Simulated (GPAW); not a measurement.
# Al2O3 (Corundum) (R-3c) in GPAW: Born charges with LDA

Aim: the Born charges of Al2O3 (Corundum) with LDA.

All numbers are computed with GPAW 26.7.0; they aren't measurements. Logs are shortened: lines on timing, memory, paths and dates and some standing lists are left out, and cuts for length are marked. The log counts tension as positive stress, the text compression.

**The experiment to reproduce.**

“Multi-petahertz electron interference in Cr:Al2O3 solid-state material”, 2018, pmc:5906618 quotes, for a bulk crystal of Al2O3: band gap 8.7 eV (optical).

How close the calculation comes is told below.

### 1 The structure

Symmetry: R-3c, No. 167, trigonal system. Conventional cell: a = 4.760 Å, b = 4.760 Å, c = 12.996 Å, α = 90.00°, β = 90.00°, γ = 120.00°. Around Al (site symmetry 3) lie 6 O at 1.85 to 1.97 Å. Around O (site symmetry 2) lie 4 Al at 1.85 to 1.97 Å.

### 2 Born charges, LDA

File run.py:

```python
import json
import numpy as np
from ase import Atoms
from ase.constraints import FixSymmetry
from ase.io import read, write
from ase.optimize import BFGS
from contextlib import redirect_stdout
from io import StringIO
from phonopy import Phonopy
from phonopy.structure.atoms import PhonopyAtoms
from gpaw import GPAW, PW, setup_paths
from gpaw.berryphase import polarization_phase

setup_paths.insert(0, '.')

atoms = read('POSCAR')

calc = GPAW(mode=PW(680),
            xc='LDA',
            kpts={'size': (4, 4, 4), 'gamma': True},
            occupations={'name': 'fermi-dirac', 'width': 0.01},
            nbands=44,
            convergence={'density': 1e-06, 'eigenstates': 1e-09},
            maxiter=150,
            txt='gpaw.txt')
atoms.calc = calc
atoms.set_constraint(FixSymmetry(atoms))
BFGS(atoms, trajectory='relax.traj', logfile='-').run(fmax=0.005, steps=40)
atoms.set_constraint()
energy = atoms.get_potential_energy()
forces = atoms.get_forces()
stress = atoms.get_stress()
calc.write('gs.gpw')
write('result.traj', atoms)
print('Cell:', atoms.cell.cellpar().round(4))
print(atoms.get_scaled_positions().round(5))

n = len(atoms)
unit = PhonopyAtoms(symbols=atoms.get_chemical_symbols(), cell=atoms.cell[:], scaled_positions=atoms.get_scaled_positions())
ph = Phonopy(unit, supercell_matrix=np.eye(3, dtype=int), primitive_matrix=np.eye(3), symprec=1e-4)
ph.generate_displacements(distance=0.01, is_plusminus=True)
forces, phases = [], []
for i, move in enumerate(ph.dataset['first_atoms']):
    b = atoms.copy()
    b.positions[move['number']] += move['displacement']
    c = GPAW(mode=PW(680),
             xc='LDA',
             kpts={'size': (4, 4, 4), 'gamma': True},
             occupations={'name': 'fermi-dirac', 'width': 0.01},
             nbands=44,
             convergence={'density': 1e-06, 'eigenstates': 1e-09},
             maxiter=150,
             symmetry='off',
             txt=f'disp-{i:02d}.txt')
    b.calc = c
    f = b.get_forces()
    forces.append(f - f.mean(axis=0))
    with redirect_stdout(StringIO()):
        phases.append(polarization_phase(calc=c)['phase_c'])
    print(move['number'], np.round(move['displacement'], 4), 'phases', phases[-1].round(5), flush=True)

# each pair of opposite moves, with its images under the space group
ops, cell, spos = ph.symmetry.symmetry_operations, atoms.cell[:].T, atoms.get_scaled_positions()
moves, dipoles = [[] for a in atoms], [[] for a in atoms]
for move, up, down in zip(ph.dataset['first_atoms'][::2], phases[::2], phases[1::2]):
    dphi = (up - down + np.pi) % (2 * np.pi) - np.pi
    dp = dphi @ atoms.cell[:] / (2 * np.pi)  # e A
    for w, t in zip(ops['rotations'], ops['translations']):
        x = w @ spos[move['number']] + t - spos
        b = np.linalg.norm(x - x.round(), axis=1).argmin()
        R = cell @ w @ np.linalg.inv(cell)
        moves[b].append(R @ move['displacement'] * 2)
        dipoles[b].append(R @ dp)
Z = np.array([np.linalg.lstsq(np.array(u), np.array(p), rcond=None)[0].T for u, p in zip(moves, dipoles)])  # Z[a, i, j] = dp_i / du_j
ph.forces = forces
ph.produce_force_constants()
ph.symmetrize_force_constants()
H = ph.force_constants.transpose(0, 2, 1, 3).reshape((3 * n, 3 * n))
rule = Z.sum(axis=0)
print('Sum of the charges:')
print(rule.round(4))
Z -= rule / n
for a in atoms:
    print(a.symbol)
    print(Z[a.index].round(3))
w = np.repeat(atoms.get_masses()**-0.5, 3)
omega2, modes = np.linalg.eigh(H * w * w[:, None])
nu = np.sign(omega2) * abs(omega2)**0.5 * 521.4709  # cm^-1
dipoles = np.einsum('aij,ajm->mi', Z, (modes * w[:, None]).reshape((n, 3, -1)))  # e / amu^0.5
optical = np.argsort(abs(omega2))[3:]
eps_ion = sum(np.outer(dipoles[m], dipoles[m]) / omega2[m] for m in optical) * 4 * np.pi * 14.399645 / atoms.get_volume()
for m in range(3 * n):
    print(f'{nu[m]:9.2f} cm^-1  IR {(dipoles[m]**2).sum():8.4f} e^2/amu')
print('Lattice part of the dielectric tensor:')
print(eps_ion.round(3))
json.dump({'Z': Z.tolist(), 'rule': rule.tolist(), 'nu': nu.tolist(), 'ir': (dipoles**2).sum(1).tolist(), 'eps_ion': eps_ion.tolist()},
          open('born.json', 'w'))
```

File POSCAR:

```
Al2O3
1.0
    2.3802500000      1.3742379782      4.3318666667
   -2.3802500000      1.3742379782      4.3318666667
    0.0000000000     -2.7484759565      4.3318666667
Al O
4 6
Direct
    0.8521600000      0.8521600000      0.8521600000
    0.6478400000      0.6478400000      0.6478400000
    0.1478400000      0.1478400000      0.1478400000
    0.3521600000      0.3521600000      0.3521600000
    0.0566800000      0.7500000000      0.4433200000
    0.7500000000      0.4433200000      0.0566800000
    0.4433200000      0.0566800000      0.7500000000
    0.9433200000      0.2500000000      0.5566800000
    0.2500000000      0.5566800000      0.9433200000
    0.5566800000      0.9433200000      0.2500000000
```

Potentials or basis: PAW data sets generated in the run's folder for this functional, pw.

Run with:

```sh
gpaw-setup -f LDA Al O
OMP_NUM_THREADS=1 python run.py
```

gpaw.txt:

```text
__  _  _
 | _ |_)|_||  |
 |__||  | ||/\| - 26.7.0

Input parameters:
  mode=PW(ecut=680.0),
  convergence={'density': 1e-06, 'eigenstates': 1e-09},
  kpts=MonkhorstPack(size=(4, 4, 4), gamma=True),
  maxiter=150,
  nbands=44,
  occupations=Occupations(name='fermi-dirac', width=0.01),
  xc=XC(name='LDA')

Diagonalizing LCAO Hamiltonian
Converting LCAO to pw mode

            Al

           OAl
                O
         O     O
        O
            AO

            Al

Atoms  # Å, Bohr magnetons
|   | symbol |         x |         y |         z |    initial magnetic moments |
|---|--------|-----------|-----------|-----------|-----------------------------|
| 0 |     Al | -0.000000 |  0.000000 | 11.074330 | ( 0.0000,  0.0000,  0.0000) |
| 1 |     Al | -0.000000 |  0.000000 |  8.419070 | ( 0.0000,  0.0000,  0.0000) |
| 2 |     Al | -0.000000 |  0.000000 |  1.921270 | ( 0.0000,  0.0000,  0.0000) |
| 3 |     Al | -0.000000 |  0.000000 |  4.576530 | ( 0.0000,  0.0000,  0.0000) |
| 4 |      O | -1.650275 | -0.109884 |  5.414833 | ( 0.0000,  0.0000,  0.0000) |
| 5 |      O |  0.729975 |  1.484122 |  5.414833 | ( 0.0000,  0.0000,  0.0000) |
| 6 |      O |  0.920300 | -1.374238 |  5.414833 | ( 0.0000,  0.0000,  0.0000) |
| 7 |      O |  1.650275 |  0.109884 |  7.580767 | ( 0.0000,  0.0000,  0.0000) |
| 8 |      O | -0.729975 | -1.484122 |  7.580767 | ( 0.0000,  0.0000,  0.0000) |
| 9 |      O | -0.920300 |  1.374238 |  7.580767 | ( 0.0000,  0.0000,  0.0000) |

Unit cell  # Å
| periodic |         x |         y |        z |  lengths |    angles |
|----------|-----------|-----------|----------|----------|-----------|
|      yes |  2.380250 |  1.374238 | 4.331867 | 5.130223 | 55.286671 |
|      yes | -2.380250 |  1.374238 | 4.331867 | 5.130223 | 55.286671 |
|      yes |  0.000000 | -2.748476 | 4.331867 | 5.130223 | 55.286671 |

Number of symmetries: 6
Symmetry operations  # r_c * U_cc + t_c -> r_c
|   | kind |            matrix            |
|---|------|------------------------------|
| 0 |  E   |  1, 0, 0,  0, 1, 0,  0, 0, 1 |
| 1 |  C3  |  0, 1, 0,  0, 0, 1,  1, 0, 0 |
| 2 |  C3  |  0, 0, 1,  1, 0, 0,  0, 1, 0 |
| 3 |  S6  |  0, 0,-1, -1, 0, 0,  0,-1, 0 |
| 4 |  S6  |  0,-1, 0,  0, 0,-1, -1, 0, 0 |
| 5 |  i   | -1, 0, 0,  0,-1, 0,  0, 0,-1 |

BZ-sampling:
  Number of BZ points: 64
  Number of IBZ points: 14

  Monkhorst-Pack size: [4, 4, 4]
  Monkhorst-Pack shift: [0.125, 0.125, 0.125]

K-points  # in reciprocal-cell coordinates
|     |                                coordinates |     weight |
|-----|--------------------------------------------|------------|
|   0 | (  0.00000000,   0.00000000,   0.00000000) | 0.01562500 |
|   1 | (  0.25000000,   0.00000000,  -0.25000000) | 0.09375000 |
|   2 | (  0.25000000,   0.00000000,   0.00000000) | 0.09375000 |
|   3 | (  0.25000000,   0.25000000,  -0.25000000) | 0.09375000 |
|   4 | (  0.25000000,   0.25000000,   0.00000000) | 0.09375000 |
|   5 | (  0.25000000,   0.25000000,   0.25000000) | 0.03125000 |
|   6 | (  0.50000000,   0.00000000,   0.00000000) | 0.04687500 |
|   7 | (  0.50000000,   0.00000000,   0.25000000) | 0.09375000 |
|   8 | (  0.50000000,   0.25000000,  -0.25000000) | 0.09375000 |
|   9 | (  0.50000000,   0.25000000,   0.00000000) | 0.09375000 |
| ... |                                            |            |
|  13 | (  0.50000000,   0.50000000,   0.50000000) | 0.01562500 |

Plane wave coefficients: 3432
Cutoff: 680.0 eV

Spin-components: 1 (collinear spins)
Bands:           44
Projectors:      50
Spin-degeneracy: 2
Datatype:        complex128

Parallelization:
  kpt:    1
  domain: 1
  band:   1

Density:
  Valence electrons: 48.0
  Components: 1
  Grid points: [32 32 32]
  Charge: 0.0  # |e|

Potential:
  Grid points: [32 32 32]

species:
  Al:
    name:    Aluminium
    Z:       13.0
    valence: 3
    core:    10
    charge:  0.0  # [|e|]
    compensation charges:
      type: gauss
      rc: 0.34  # [Å]
      lmax: 2
    cutoffs:
      filter: 1.91  # [Å]
      core: 2.36  # [Å]
    projectors
    | kind |    occ | energy [eV] | rcut [Å] |
    |------|--------|-------------|----------|
    |   3s |  2.000 |      -7.829 |    1.085 |
    |   3p |  1.000 |      -2.783 |    1.085 |
    |    s |        |      19.382 |    1.085 |
    |    p |        |      24.428 |    1.085 |
    |    d |        |       0.000 |    1.085 |

    Using partial waves for Al as LCAO basis

  O:
    name:    Oxygen
    Z:       8.0
    valence: 6
    core:    2
    charge:  0.0  # [|e|]
    compensation charges:
      type: gauss
      rc: 0.21  # [Å]
      lmax: 2
    cutoffs:
      filter: 1.17  # [Å]
      core: 0.83  # [Å]
    projectors
    | kind |    occ | energy [eV] | rcut [Å] |
    |------|--------|-------------|----------|
    |   2s |  2.000 |     -23.752 |    0.688 |
    |   2p |  4.000 |      -9.195 |    0.598 |
    |    s |        |       3.459 |    0.688 |
    |    p |        |      18.016 |    0.598 |
    |    d |        |       0.000 |    0.619 |

    Using partial waves for O as LCAO basis

Reference energy: -38481.133666  # eV

eigensolver:
  PPCG
  Converge bands: occupied
  niter=2

density mixing:
  MSR1-Mixer
  Pratt-step length: 0.05
  Maximum mixing coefficient: 0.75
  Old densities: 10
  SVD Regularization: 0.005
  Good broyden scale: 1.0
  Trust region scale: 1.0
  Backstep threshold: 4.0
  History deletion threshold: 6.0
  Fourier metric: weight=20.0, sigma=0.015

occupation numbers:
  Fermi-Dirac:
    width: 0.0100  # eV

poisson solver:
  ecut: 5440.0  # eV

xc functional:
  name: None

convergence criteria:
- Maximum integral of absolute [dens]ity change: 1e-06 electrons / valence electron
- Maximum integral of absolute [eigenst]ate change: 1e-09 eV^2 / valence electron
- Maximum [total energy] change in last 3 cyles: 0.0005 eV / valence electron
maximum number of iterations: 150

SCF iterations
|iter     | |      energy | eigst |  dens |
|---------|-|-------------|-------|-------|
|iter:   1| |  -90.961302 | +0.24 |       |
|iter:   2| |  -89.264470 | -1.95 | -0.72 |
|iter:   3| |  -84.056527 | -1.05 | -0.78 |
|iter:   4| |  -84.032306 | -2.93 | -1.36 |
|iter:   5| |  -84.035419 | -3.87 | -1.67 |
|iter:   6| |  -84.035499c| -6.09 | -2.94 |
|iter:   7| |  -84.035508c| -7.01 | -3.38 |
|iter:   8| |  -84.035508c| -8.81 | -4.64 |
|iter:   9| |  -84.035508c| -9.26c| -5.32 |
|iter:  10| |  -84.035508c|-10.33c| -6.08c|

Converged in 10 steps
Energy contributions relative to reference atoms: (reference = -38481.133666)

Energy contributions:
  Kinetic:          85.319216
  Coulomb:         -75.867395
  Zero:              1.121428
  External:          0.000000
  Xc:              -94.608756
  Entropy:          -0.000000
  Spinorbit:         0.000000
  ----------------------------
  Free energy:     -84.035508
  Extrapolated:    -84.035508
[... 298 lines left out ...]
convergence criteria:
- Maximum integral of absolute [dens]ity change: 1e-06 electrons / valence electron
- Maximum integral of absolute [eigenst]ate change: 1e-09 eV^2 / valence electron
- Maximum [total energy] change in last 3 cyles: 0.0005 eV / valence electron
maximum number of iterations: 150

SCF iterations
|iter     | |      energy | eigst |  dens |
|---------|-|-------------|-------|-------|
|iter:   1| |  -84.037587c| -7.83 |       |
|iter:   2| |  -84.037587c| -9.06c| -5.08 |
|iter:   3| |  -84.037587c| -9.30c| -5.12 |
|iter:   4| |  -84.037587c|-10.17c| -5.83 |
|iter:   5| |  -84.037587c|-10.84c| -6.24c|

Converged in 5 steps
Energy contributions relative to reference atoms: (reference = -38481.133666)

Energy contributions:
  Kinetic:          85.374770
  Coulomb:         -75.891471
  Zero:              1.121210
  External:          0.000000
  Xc:              -94.642097
  Entropy:          -0.000000
  Spinorbit:         0.000000
  ----------------------------
  Free energy:     -84.037587
  Extrapolated:    -84.037587

dipole moment: (-0.000000, 0.000000, -0.000003)  # |e|*Ang
[... 31 lines left out ...]
Forces  # eV/Ang
|        x |        y |        z |
|----------|----------|----------|
|  0.00000 | -0.00000 |  0.00396 |  # Al   0
|  0.00000 | -0.00000 | -0.00396 |  # Al   1
|  0.00000 |  0.00000 | -0.00396 |  # Al   2
| -0.00000 |  0.00000 |  0.00396 |  # Al   3
| -0.00050 | -0.00087 | -0.00000 |  # O    4
| -0.00050 |  0.00087 | -0.00000 |  # O    5
|  0.00100 |  0.00000 | -0.00000 |  # O    6
|  0.00050 |  0.00087 |  0.00000 |  # O    7
|  0.00050 | -0.00087 |  0.00000 |  # O    8
| -0.00100 | -0.00000 |  0.00000 |  # O    9

Stress tensor  # eV/Ang^3
|        x |         y |         z |
|----------|-----------|-----------|
| 0.027578 |  0.000000 |  0.000000 |
| 0.000000 |  0.027578 | -0.000000 |
| 0.000000 | -0.000000 |  0.031123 |

# Writing to gs.gpw (mode='')
```

It took 16 min on 1 thread of Intel Xeon Platinum 8375C at 2.90GHz (Ice Lake), shared host; peak memory 1.6 GiB.

Results:

```
Free energy                                             : -84.0376 eV
Pressure after relaxing                                 : -4.6 GPa
Largest force after relaxing                            : 0.004 eV/Å
Band gap on the k mesh                                  : 6.19 eV, direct
Born charges (mean of the diagonal)                     : Al +2.96; O -1.97 e
Highest phonon frequency at Γ, LO-TO splitting left out : 742 cm⁻¹
```

Forces in eV/Å, atoms in the order of the input:
```
Al   0.000  0.000  0.004
Al   0.000  0.000 -0.004
Al   0.000  0.000 -0.004
Al   0.000  0.000  0.004
O   -0.001 -0.001  0.000
O   -0.001  0.001  0.000
O    0.001  0.000  0.000
O    0.001  0.001  0.000
O    0.001 -0.001  0.000
O   -0.001  0.000  0.000
```

Stress tensor (GPa, compression positive):
```
-4.42  0.00  0.00
 0.00 -4.42  0.00
 0.00  0.00 -4.99
```

Final structure:
```
CELL_PARAMETERS angstrom
2.38025 1.37424 4.33187
-2.38025 1.37424 4.33187
0.00000 -2.74848 4.33187
ATOMIC_POSITIONS crystal
Al 0.85201 0.85201 0.85201
Al 0.64799 0.64799 0.64799
Al 0.14799 0.14799 0.14799
Al 0.35201 0.35201 0.35201
O 0.05561 0.75000 0.44439
O 0.75000 0.44439 0.05561
O 0.44439 0.05561 0.75000
O 0.94439 0.25000 0.55561
O 0.25000 0.55561 0.94439
O 0.55561 0.94439 0.25000
```

Phonon frequencies in cm⁻¹ (negative: imaginary):
```tsv
q point	frequencies
(0.000, 0.000, 0.000)	0 0 0 304 368 368 382 382 391 411 427 427 432 432 440 440 517 566 566 570 570 577 596 622 622 632 681 739 739 742
```

Born effective charge tensors (e):
atom 1, Al
```
 2.97  0.02  0.00
-0.02  2.97  0.00
 0.00  0.00  2.95
```
atom 2, Al
```
 2.97 -0.02  0.00
 0.02  2.97  0.00
 0.00  0.00  2.95
```
atom 3, Al
```
 2.97  0.02  0.00
-0.02  2.97  0.00
 0.00  0.00  2.95
```
atom 4, Al
```
 2.97 -0.02  0.00
 0.02  2.97  0.00
 0.00  0.00  2.95
```
atom 5, O
```
-1.93 -0.09  0.22
-0.09 -2.03 -0.13
 0.30 -0.18 -1.96
```
atom 6, O
```
-1.93  0.09 -0.22
 0.09 -2.03 -0.13
-0.30 -0.18 -1.96
```
atom 7, O
```
-2.08  0.00  0.00
 0.00 -1.88  0.26
 0.00  0.35 -1.96
```
atom 8, O
```
-1.93 -0.09  0.22
-0.09 -2.03 -0.13
 0.30 -0.18 -1.96
```
atom 9, O
```
-1.93  0.09 -0.22
 0.09 -2.03 -0.13
-0.30 -0.18 -1.96
```
atom 10, O
```
-2.08  0.00  0.00
 0.00 -1.88  0.26
 0.00  0.35 -1.96
```

Caveat: the cell is more than 3 GPa from zero pressure, which shifts response properties; the k mesh is coarse; the cutoff is short for stress and forces, so pressures can be off by a GPa or more; the LO-TO splitting is left out.

### 3 Against experiment

Step 2. Measured gap of Al2O3: 8.7 eV (optical; quoted in “Multi-petahertz electron interference in Cr:Al2O3 solid-state material”, 2018, pmc:5906618). This calculation gives 6.19 eV (-2.51 eV). The value is that of LDA, without temperature or zero-point motion. Semilocal functionals fall short of measured gaps as a rule.
